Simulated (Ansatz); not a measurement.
**Pt in Ansatz: the effect of target pressure**

Pt:

```
Pt
1.0
     2.76067    0.00000    0.00000
    -1.38033    2.39081    0.00000
     0.00000    0.00000    4.79213
Pt
2
Direct
  0.33333 0.66667 0.25000
  0.66667 0.33333 0.75000
```

This isn't the form of Pt at room conditions, which is fcc.

Alike in all runs:

```yaml
Program: Ansatz 0.2.0
Task: relaxation of cell and atoms
Functional: PBEsol
Potentials_or_basis: Ansatz PAW
Cutoff: "420 eV (not typed: the program's choice for these potentials)"
k_mesh: 11 × 11 × 6
Occupations: fermi-dirac, width 0.05 eV
Spin: no spin polarisation
```

Each run relaxes the cell or the atoms first.

```csv
target pressure,relaxed volume (Å³/atom)
0 GPa,15.14
2 GPa,15.03
5 GPa,14.88
10 GPa,?
20 GPa,14.25
30 GPa,13.90
```

What does the run with target pressure 10 GPa give?

Relaxed volume 14.65 Å³/atom.

Worked out: In Murnaghan's law V^(-B') rises as a straight line in P. The other rows fit best with B' = 5.0, V0 = 15.14 Å³/atom and B0 = 283 GPa, which gives 14.65 Å³/atom at 10 GPa, against the run's 14.65.

Caveats: the plane-wave basis is chosen anew once the cell has moved, so the energies of steps on either side of that aren't comparable; the PAW data sets come from PBE, with cores solved anew for the run's functional, which leaves a small shift of forces and pressure.
